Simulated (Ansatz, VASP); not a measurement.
Two plane-wave programs on Ta3N

INCAR

```
ALGO = Normal
EDIFF = 1E-7
ENCUT = 520
GGA = PS
ISIF = 2
ISMEAR = -1
LASPH = True
LCHARG = False
LREAL = False
LWAVE = False
NBANDS = 27
NELM = 80
PREC = Accurate
SIGMA = 0.05
```

The input KPOINTS:

```
k-points
0
Gamma
  10 10 4
```

POSCAR

```
Ta3N
1.0
    2.9703244971      0.0000000000      0.0000000000
   -1.4851622486      2.5723764720      0.0000000000
    0.0000000000      0.0000000000      7.3705400853
Ta N
3 1
Direct
    0.6666666667      0.3333333333      0.8260700000
    0.3333333333      0.6666666667      0.1739300000
    0.0000000000      0.0000000000      0.5000000000
    0.0000000000      0.0000000000      0.0000000000
```

The input input.yaml:

```yaml
crystal:
  lattice:
    - [2.9703244971, 0.0, 0.0]
    - [-1.4851622486, 2.572376472, 0.0]
    - [0.0, 0.0, 7.3705400853]
  atoms:
    - { symbol: Ta, position: [0.6666666667, 0.3333333333, 0.82607] }
    - { symbol: Ta, position: [0.3333333333, 0.6666666667, 0.17393] }
    - { symbol: Ta, position: [0.0, 0.0, 0.5] }
    - { symbol: "N", position: [0.0, 0.0, 0.0] }
hamiltonian:
  xc: pbesol
  pseudopotentials: { kind: paw }
kpoints:
  mp_grid: { grid: [10, 10, 4] }
scf:
  occupations: { method: fermi_dirac, width: 0.05 }
output:
  forces: true
  stress: true
  eigenvalues: true
```

The cell comes from a database or a generator and needn't be the stable form of this composition.

Alike in both runs: task single point; functional PBEsol; k mesh 10 × 10 × 4; occupations fermi-dirac, width 0.05 eV; no spin polarisation.

|  | VASP | Ansatz |
| --- | --- | --- |
| version | VASP 6.6.1 | Ansatz 0.2.0 |
| potentials or method | VASP PAW PBE potentials, release 64 (Ta_pv, N) | Ansatz PAW |
| plane-wave cutoff (eV) | 520 | 420 |
| valence electrons in the cell | 38 | 44 |

Ansatz gave:

| Item | Value |
| --- | --- |
| gap on the k mesh at the Fermi level (eV) | none |
| pressure (GPa) | 8.2 |
| largest component of the traceless stress (GPa) | 0.80 |
| rms of the force components (eV/Å) | 0.009 |

Problem. Estimate VASP's values.

Solution. gap on the k mesh at the Fermi level (eV): none; pressure (GPa): 8.8; largest component of the traceless stress (GPa): 0.83; rms of the force components (eV/Å): 0.035.

Atom by atom the forces differ by 0.026 eV/Å (rms over components). A gap of «none» marks a metal or a gap that the smearing closes. The two sets of potentials don't hold the same shells in valence.

Caveats: the PAW data sets were made with another functional, which shifts forces and pressure a little (VASP); the PAW data sets come from PBE, with cores solved anew for the run's functional, which leaves a small shift of forces and pressure (Ansatz). Spin-orbit coupling is left out, which matters for the levels of Ta.
